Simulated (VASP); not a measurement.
Here is a VASP 6.6.1 calculation.

The input POSCAR:

```
Se
1.0
    4.5521818657      0.0000000000      0.0000000000
   -2.2760909329      3.9423051383      0.0000000000
    0.0000000000      0.0000000000      5.0580899442
Se
3
Direct
    0.2178291919      0.0000000000      0.3333333333
    1.0000000000      0.2178291919      0.6666666667
    0.7821708081      0.7821708081      0.0000000000
```

INCAR.step1

```
SYSTEM = Se
PREC = Accurate
ENCUT = 520
ISMEAR = -1
SIGMA = 0.05
LREAL = .FALSE.
LASPH = .TRUE.
NELM = 80
NBANDS = 16
GGA = PE
ALGO = Normal
EDIFF = 1E-4
LWAVE = .TRUE.
LCHARG = .FALSE.
```

The input INCAR.step2:

```
SYSTEM = Se
PREC = Accurate
ENCUT = 520
EDIFF = 1E-6
ISMEAR = -1
SIGMA = 0.05
LREAL = .FALSE.
LASPH = .TRUE.
NELM = 80
ALGO = Normal
ISIF = 2
LWAVE = .FALSE.
LCHARG = .FALSE.
METAGGA = R2SCAN
LMIXTAU = .TRUE.
NBANDS = 16
ISTART = 1
```

The input KPOINTS:

```
regular mesh
0
G
  8 8 6
  0 0 0
```

Potentials or basis: VASP PAW PBE potentials, release 64 (Se).

Command:

```console
$ cat potpaw_PBE.64/Se/POTCAR > POTCAR
$ cp INCAR.step1 INCAR
$ mpirun -np 1 vasp_std > vasp.out
$ cp INCAR.step2 INCAR
$ mpirun -np 1 vasp_std > vasp.out
```

Question: Predict the pressure.

Answer: -1.9 GPa.

Question: Predict the largest force.

Answer: 0.387 eV/Å.

Stress tensor (GPa, compression positive):
```
-1.50  0.00  0.00
 0.00 -1.50  0.00
 0.00  0.00 -2.65
```

Caveat: the PAW data sets were made with another functional, which shifts forces and pressure a little.
